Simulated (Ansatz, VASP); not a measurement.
One calculation of C, two programs

```
CELL_PARAMETERS angstrom
2.31175 -2.50055 0.00000
2.31175 2.50055 0.00000
0.00000 0.00000 4.34220
ATOMIC_POSITIONS crystal
C 0.70093 0.96993 0.42509
C 0.96993 0.70093 0.92509
C 0.29907 0.03007 0.92509
C 0.70093 0.96993 0.07491
C 0.29907 0.03007 0.57491
C 0.03007 0.29907 0.42509
C 0.96993 0.70093 0.57491
C 0.03007 0.29907 0.07491
```

Alike in both runs: task relaxation of cell and atoms; functional PBE; k mesh 6 × 6 × 4; occupations gaussian, width 0.1 eV; no spin polarisation.

|  | VASP | Ansatz |
| --- | --- | --- |
| version | VASP 6.6.1 | Ansatz 0.2.0 |
| potentials or method | VASP PAW PBE potentials, release 64 (C) | scalar-relativistic, plane waves, PAW |
| plane-wave cutoff (eV) | 600 | 420 |
| valence electrons in the cell | 32 | 32 |

|  | VASP | Ansatz | Ansatz less VASP |
| --- | --- | --- | --- |
| gap on the k mesh at the Fermi level, each at its own relaxed structure (eV) | 3.09 | 3.10 | +0.009 |
| relaxed volume (Å³/atom) | 6.64 | 6.64 | 0.000 |
| relaxed cell length with the largest relative difference (Å) | 4.414 | 4.413 | -0.0015 |
| energy change over the relaxation (meV/atom) | -82 | -81 | +1.2 |
